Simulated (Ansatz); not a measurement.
## Ge in Ansatz: the effect of functional

The system is Ge.

```
Ge
1.0
    -0.02821    2.10200    2.11346
     2.07162   -0.03255    2.11780
     2.04296    2.07768   -0.00389
Ge
1
Cartesian
  0.0000 0.0000 0.0000
```

This isn't the form of Ge at room conditions, which is diamond.

The cell isn't the ideal one: cell sheared at random, sigma 0.01, atoms nudged by 0.01 Å.

Alike in all runs:

```yaml
Program: Ansatz 0.2.0
Task: projected density of states
Potentials_or_basis: Ansatz PAW
k_mesh: 6 × 6 × 6
Occupations: fermi-dirac, width 0.05 eV
Spin: no spin polarisation
```

| functional | cutoff | pressure (GPa) |
| --- | --- | --- |
| LDA | 420 eV (not typed: the program's choice for these potentials) | 0.8 |
| PBEsol | 420 eV (not typed: the program's choice for these potentials) | ? |
| r2SCAN | 500 eV (not typed: the program's choice for these potentials) | 4.6 |
| HSE06 | 420 eV (not typed: the program's choice for these potentials) | 4.1 |
| PBE0 | 420 eV (not typed: the program's choice for these potentials) | 3.5 |
| r2SCAN0 | 500 eV (not typed: the program's choice for these potentials) | 3.7 |

What does the run with functional PBEsol give?

Pressure 2.3 GPa.

Caveats: all runs use coarse meshes; the PAW data sets come from PBE, with cores solved anew for the run's functional, which leaves a small shift of forces and pressure; the density of states is complete only up to the lowest level of the last band computed; the thresholds are loose for stress (some runs).
